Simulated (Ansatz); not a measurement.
## BaO (Fm-3m) under pressure

```yaml
crystal:
  lattice:
    - [2.77211, 2.77211, 0.00000]
    - [-2.77211, 2.77211, 0.00000]
    - [0.00000, 2.77211, 2.77211]
  atoms:
    - { symbol: Ba, position: [0.00000, 0.00000, 0.00000] }
    - { symbol: O, position: [0.50000, 0.50000, 0.00000] }
```

This is the zero-pressure cell under r²SCAN. Cell and atoms are relaxed by PAW (default files of Ansatz 0.2.0, cutoff 500 eV, stress met within about 0.05 GPa) at each pressure, in this structure whether or not another phase would take over; P is the pressure reached, less that of this cell. Levels come from r²SCAN, PAW on Ansatz 0.2.0's default frozen-core files (fitted under PBE), scalar-relativistic; k mesh 8×8×8, fixed occupations, cutoff 500 eV. Conduction levels are in eV over the valence top (at X), at fixed fractional wave vectors. Zone-centre phonons come from finite displacements by PAW, without the LO-TO term.

```
P (GPa)    V/V₀      X      Γ      L  T1u TO (cm⁻¹)
  -2.00  1.0286  2.465  4.049  5.314           85.3
   0.00  1.0000  2.377  4.179  5.345          103.4
   2.02  0.9751  2.290  4.297  5.369          117.7
   4.02  0.9535  2.207  4.404  5.386          129.2
   6.99       ?      ?      ?      ?              ?
  10.00  0.9011  1.969  4.678  5.415          155.0
  15.04  0.8665  1.781  4.874  5.422          170.2
```

Task: Fit the third-order Birch-Murnaghan equation to the rows shown.

Result: With f = [(V₀/V)^(2/3) − 1]/2, the normalised pressure F = P/[3f(1 + 2f)^(5/2)] is 75.2 GPa at f = -0.0093, 76.3 GPa at f = 0.0085, 76.8 GPa at f = 0.0161, 78.0 GPa at f = 0.0359, 78.7 GPa at f = 0.0501. The line F = B₀[1 + (3/2)(B′ − 4)f] gives B₀ = 75.8 GPa and B′ = 4.5.

Task: What are the volume deformation potentials and pressure coefficients of these levels at zero pressure?

Result: 

```csv
level,dE/dlnV (eV),dE/dP = −(dE/dlnV)/B₀ (meV/GPa),mean slope up to 2.0 GPa (meV/GPa)
X,3.29,-43.4,-42.8
Γ,-4.65,61.3,58.3
L,-1.02,13.5,11.7
```

dE/dlnV is the slope of a cubic fit in ln V at V₀. The last column is read from two rows and shows how the slope bends with pressure.

Task: What mode Grüneisen parameters follow?

Result: γ = −d ln ω/d ln V at V₀ from a quadratic fit in ln V: T1u 5.70.

Task: Fill the row at 6.99 GPa.

Result: The fits give V/V₀ = 0.9256 and X = 2.087 eV. Computed: V/V₀ = 0.9256, X = 2.087, Γ = 4.547, L = 5.404, T1u TO (cm⁻¹) = 143.4.

Keep in mind: no other phase was computed; many crystals of this kind change structure within this range, and rows or crossings beyond such a change describe a metastable lattice; frozen-core PAW files fitted under PBE, their cores solved anew for the functional of the run; no spin-orbit coupling on heavy atoms; semilocal gaps are low, and the spacing of valleys can be off by tenths of an eV; levels are read at fixed fractional k, so an edge that moves off these points is missed.
